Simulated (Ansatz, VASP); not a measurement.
# One calculation of Pb, two programs

File INCAR:

```
SYSTEM = Pb
ALGO     = Normal         ! electronic algorithm
EDIFF    = 1E-6           ! SCF threshold, eV
ENCUT    = 520            ! plane-wave cutoff, eV
GGA      = PE             ! functional
ISIF     = 2              ! what is computed and relaxed
ISMEAR   = -1             ! smearing method
LASPH    = .True.         ! aspherical terms in the spheres
LCHARG   = .False.        ! write CHGCAR
LREAL    = .False.        ! projectors in reciprocal space
LWAVE    = .False.        ! write WAVECAR
NBANDS   = 21             ! bands
NELM     = 60             ! most SCF steps
PREC     = Accurate       ! precision mode
SIGMA    = 0.05           ! smearing width, eV
```

File KPOINTS:

```
k-points
0
Gamma
  8 8 8
  0 0 0
```

File POSCAR:

```
Pb
1.0
    0.0000000000      3.3925213842      3.3925213842
    3.3925213842      0.0000000000      3.3925213842
    3.3925213842      3.3925213842      0.0000000000
Pb
2
Direct
    0.0000000000      0.0000000000      0.0000000000
    0.2500000000      0.2500000000      0.2500000000
```

Input for Ansatz:

```yaml
crystal:
  lattice:
    - [0.0, 3.3925213842, 3.3925213842]
    - [3.3925213842, 0.0, 3.3925213842]
    - [3.3925213842, 3.3925213842, 0.0]
  atoms:
    - { symbol: Pb, position: [0.0, 0.0, 0.0] }
    - { symbol: Pb, position: [0.25, 0.25, 0.25] }
kpoints:
  mp_grid: { grid: [8, 8, 8] }
  band_path:
    path:
      - [0.0, 0.0, 0.0]
      - [0.5, 0.0, 0.5]
      - [0.625, 0.25, 0.625]
      - [0.375, 0.375, 0.75]
      - [0.0, 0.0, 0.0]
      - [0.5, 0.5, 0.5]
      - [0.5, 0.25, 0.75]
      - [0.5, 0.0, 0.5]
    npoints: 5
scf:
  occupations: { method: fermi_dirac, width: 0.05 }
hamiltonian:
  xc: pbe
  pseudopotentials: { kind: all_electron, lapw: { basis_error: 0.00025 } }
output:
  forces: true
  stress: true
  eigenvalues: true
```

Change from the starting cell: volume scaled by 0.96.

Alike in both runs: task single point; functional PBE; k mesh 8 × 8 × 8; occupations fermi-dirac, width 0.05 eV; no spin polarisation.

|  | VASP | Ansatz |
| --- | --- | --- |
| version | VASP 6.6.1 | Ansatz 0.2.0 |
| potentials or method | VASP PAW PBE potentials, release 64 (Pb_d) | all-electron LAPW, scalar-relativistic |
| plane-wave cutoff (eV) | 520 | see its input |

Ansatz gave:

- pressure (GPa): 4.0

Task: Which values does VASP return?

Result: Pressure (GPa): 3.9.

Ansatz ran all-electron here, so the differences hold the error of VASP's frozen core and of both bases.

Spin-orbit coupling is left out, which matters for the levels of Pb.
